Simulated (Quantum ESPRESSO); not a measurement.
**Nb under changes of volume**

One of the cells (18.922 Å³/atom); the others are scaled copies at fixed shape and fractional positions:

```
Nb
1.0
     0.00000    2.11500    2.11500
     2.11500    0.00000    2.11500
     2.11500    2.11500    0.00000
Nb
1
Direct
  0.00000 0.00000 0.00000
```

This isn't the form of Nb at room conditions, which is bcc.

| Quantity | Value |
| --- | --- |
| Program | Quantum ESPRESSO 7.5 |
| Functional | PBE |
| Potentials or basis | SSSP 1.3 efficiency PBE |
| Cutoff | 748 eV |
| Density cutoff | 5987 eV |
| k mesh | 11 × 11 × 11 |
| Occupations | fermi-dirac, width 0.05 eV |
| Spin | no spin polarisation |

```csv
volume (Å³/atom),energy over the lowest point (meV/atom),pressure (GPa)
17.786,25.33,9.1
18.165,8.06,5.0
18.543,0.00,1.4
18.922,0.33,-1.9
19.300,8.22,-4.9
19.679,?,?
20.057,43.62,-10.1
```

Question: What does the run at 19.679 Å³/atom give?

Answer: Energy over the lowest point 22.87 meV/atom; pressure -7.6 GPa.

Worked out: A Birch-Murnaghan fit of order 3 (a polynomial in V^(-2/3)) to the other rows has its minimum at 18.72 Å³/atom with B0 = V·E''(V) = 167 GPa and B' = 4.1. It gives 22.87 meV/atom at 19.679 Å³/atom, against the run's 22.87, and -dE/dV = -7.5 GPa, against -7.6.

Energies are extrapolated to zero smearing.
